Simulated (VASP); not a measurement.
Here is a VASP 6.6.1 calculation.

INCAR

```
SYSTEM = PbSe
ALGO     = Normal         ! electronic algorithm
EDIFF    = 1E-7           ! SCF threshold, eV
ENCUT    = 520            ! plane-wave cutoff, eV
GGA      = PS             ! functional
ISIF     = 2              ! what is computed and relaxed
ISMEAR   = 0              ! smearing method
LASPH    = .True.         ! aspherical terms in the spheres
LCHARG   = .True.         ! write CHGCAR
LELF     = .True.         ! ELF
LREAL    = .False.        ! projectors in reciprocal space
LVHAR    = .True.       
LWAVE    = .False.        ! write WAVECAR
NBANDS   = 28             ! bands
NELM     = 100            ! most SCF steps
PREC     = Accurate       ! precision mode
SIGMA    = 0.01           ! smearing width, eV
```

The input KPOINTS:

```
k-points
0
Gamma
  4 4 4
  0 0 0
```

POSCAR

```
PbSe
1.0
    2.1548770000     -6.1339470000      0.0000000000
    2.1548770000      6.1339470000      0.0000000000
    0.0000000000      0.0000000000      4.4504940000
Pb Se
2 2
Direct
    0.6317610000      0.3682390000      0.7500000000
    0.3682390000      0.6317610000      0.2500000000
    0.8612900000      0.1387100000      0.7500000000
    0.1387100000      0.8612900000      0.2500000000
```

Potentials or basis: VASP PAW PBE potentials, release 64 (Pb_d, Se).

Command:

```console
$ cat potpaw_PBE.64/Pb_d/POTCAR potpaw_PBE.64/Se/POTCAR > POTCAR
$ mpirun -np 1 vasp_std > vasp.out
```

Problem. What does it give for the largest force?

Solution. 0.017 eV/Å.

Problem. Estimate the pressure.

Solution. -1.9 GPa.

Problem. What does it give for the band gap on the k mesh?

Solution. 1.15 eV, indirect (least direct gap 1.39 eV).

Forces on the atoms (eV/Å):
```
Pb   0.000 -0.017  0.000
Pb   0.000  0.017  0.000
Se   0.000  0.004  0.000
Se   0.000 -0.004  0.000
```

Caveat: the PAW data sets were made with another functional, which shifts forces and pressure a little; spin-orbit coupling is left out, which as a rule narrows the gap of such compounds by several tenths of an eV. A k mesh can miss the band edges.
